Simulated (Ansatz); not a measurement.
Sn: phonons with PBEsol

Sn:

```xyz
2
Lattice="0.0000 3.2333 3.2333 3.2333 0.0000 3.2333 3.2333 3.2333 0.0000" Properties=species:S:1:pos:R:3 pbc="T T T"
Sn    4.8500    4.8500    4.8500
Sn    3.2333    3.2333    3.2333
```

This isn't the form of Sn at room conditions, which is tetragonal (white tin).

| Item | Value |
| --- | --- |
| Program | Ansatz 0.2.0 |
| Task | phonons |
| Functional | PBEsol |
| Potentials or basis | Ansatz PAW |
| Cutoff | 420 eV (not typed: the program's choice for these potentials) |
| k mesh | 6 × 6 × 6 |
| Occupations | fermi-dirac, width 0.05 eV |
| Spin | no spin polarisation |
| q mesh | 2 × 2 × 2 |
| Path | [["G", "X", "W", "K", "G", "L", "U", "W", "L", "K"], ["U", "X"]] |
| Points for each segment of the path | 8 |

The band gap on the k mesh is none (metal or under the smearing width) and the highest phonon frequency is 192 cm⁻¹.

Levels at points of the mesh, in eV from the Fermi level:
| k point | band 10 | band 11 | band 12 | band 13 | band 14 | band 15 | band 16 | band 17 | band 18 |
| --- | --- | --- | --- | --- | --- | --- | --- | --- | --- |
| (0.00, 0.00, 0.00) | -21.19 | -10.64 | -0.56 | 0.14 | 0.14 | 0.14 | 2.21 | 2.21 | 2.21 |
| (0.00, 0.00, -0.50) | -21.15 | -8.99 | -6.30 | -1.08 | -1.08 | 0.02 | 3.27 | 3.27 | 5.57 |
| (0.00, -0.50, -0.50) | -21.12 | -7.51 | -7.51 | -2.45 | -2.45 | 0.80 | 0.80 | 7.83 | 7.83 |

Phonon frequencies in cm⁻¹ (negative: imaginary):
```tsv
q point	frequencies
(0.000, 0.000, 0.000)	0 0 0 192 192 192
(0.000, 0.000, -0.500)	27 27 131 162 190 190
(0.000, -0.500, -0.500)	32 32 153 153 186 186
```

Wall time 15 s on 2 threads of Intel(R) Xeon(R) Platinum 8259CL CPU @ 2.50GHz (Skylake/Cascade Lake) (shared host), peak memory 0.62 GiB.

Caveat: the q mesh is small, so phonon branches between its points and thermal values are rough.
